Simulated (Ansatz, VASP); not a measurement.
Two plane-wave programs on Al

```
Al
1.0
     0.00000   -1.99136   -1.99136
    -1.99136    0.00000   -1.99136
     1.99136    1.99136   -3.98273
Al
2
Direct
  0.49891 0.49891 0.50326
  0.00109 0.00109 0.99674
```

Change from the starting cell: mode 6 (347.1 1/cm) frozen in, largest displacement +0.015 Å.

Alike in both runs: task single point; functional PBE; dispersion D3(BJ); k mesh 24 × 24 × 24; occupations gaussian, width 0.15 eV; no spin polarisation.

|  | VASP | Ansatz |
| --- | --- | --- |
| version | VASP 6.6.1 | Ansatz 0.2.0 |
| potentials or method | VASP PAW PBE potentials, release 64 (Al) | scalar-relativistic, plane waves, PAW |
| plane-wave cutoff (eV) | 520 | 420 |
| valence electrons in the cell | 6 | 6 |

```tsv
	VASP	Ansatz	Ansatz less VASP
gap on the k mesh at the Fermi level (eV)	none	none	-
pressure (GPa)	0.0	0.0	+0.04
largest component of the traceless stress (GPa)	0.09	0.09	0.000
rms of the force components (eV/Å)	0.103	0.103	0.0000
```

Atom by atom the forces differ by 0.000 eV/Å (rms over components). A gap of «none» marks a metal or a gap that the smearing closes.

Caveats: pairwise dispersion overbinds metals, which lowers pressure and volume.
